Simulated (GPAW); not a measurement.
Crystal: NiO2.

```
Ni O
1.0
     2.79878    0.00000    0.00000
    -1.39939    2.42382    0.00000
     0.00000    0.00000    4.61827
Ni O
1 2
Cartesian
  0.0000 0.0000 2.3091
  0.0000 1.6159 1.3576
  1.3994 0.8079 3.2607
```

The cell comes from a database or a generator and needn't be the stable form of this composition.

Base run:

| Quantity | Value |
| --- | --- |
| Program | GPAW 26.7.0 |
| Functional | r4SCAN |
| Potentials or basis | GPAW PAW data sets (gpaw-data 1.2.1) |
| Cutoff | 800 eV |
| Basis | pw |
| k mesh | 7 × 7 × 4 |
| Occupations | fermi-dirac, width 0.05 eV |
| Spin | collinear spin, ferromagnetic start |
| Starting moments | [1.0, 0.0, 0.0] μB |

Its results: band gap on the k mesh 1.54 eV, indirect (least direct gap 1.76 eV); pressure -2.9 GPa; net moment 0.00 μB per cell; largest force 0.048 eV/Å.

Problem. After a change of settings the same cell gave: band gap on the k mesh 1.43 eV, indirect (least direct gap 1.69 eV); pressure -1.6 GPa; net moment 0.00 μB per cell; largest force 0.143 eV/Å. Which change was it?
A. functional from r4SCAN to r2SCAN
B. functional from r4SCAN to PBEsol; potentials or basis from GPAW PAW data sets (gpaw-data 1.2.1) to PAW data sets generated in the run's folder for this functional
C. functional from r4SCAN to LDA; potentials or basis from GPAW PAW data sets (gpaw-data 1.2.1) to the program's PAW data sets (release 1.2.1) made for this functional

Solution. A.

Caveats: the stock nickel data set gives pressures a few GPa off other programs; the run has no moments, though such compounds are often magnetic; a magnetic state may lie lower; the PAW data sets were made with another functional, which shifts forces and pressure a little; an odd mesh through Γ misses points on the zone boundary, where band edges often lie (some runs).

Not every run made on this cell is shown here.
